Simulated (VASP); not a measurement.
Crystal: CdTe.

```
CELL_PARAMETERS angstrom
0.00000 3.20500 3.20500
3.20500 0.00000 3.20500
3.20500 3.20500 0.00000
ATOMIC_POSITIONS crystal
Te 0.75000 0.75000 0.75000
Cd 0.00000 0.00000 0.00000
```

Base run:

```yaml
Program: VASP 6.6.1
Functional: HSE03
Potentials_or_basis: VASP PAW PBE potentials, release 64 (Te, Cd)
Cutoff: 520 eV
k_mesh: 6 × 6 × 6
Occupations: gaussian, width 0.02 eV
Spin: no spin polarisation
```

Its results: band gap on the k mesh 1.49 eV, direct; pressure 3.5 GPa.

The run is repeated on the same cell with these changes: functional from HSE03 to PBE0. What comes out?

Band gap on the k mesh 2.26 eV, direct; pressure 3.2 GPa.

Caveats: the PAW data sets were made with another functional, which shifts forces and pressure a little; spin-orbit coupling is left out, which moves the levels of the heavy elements.
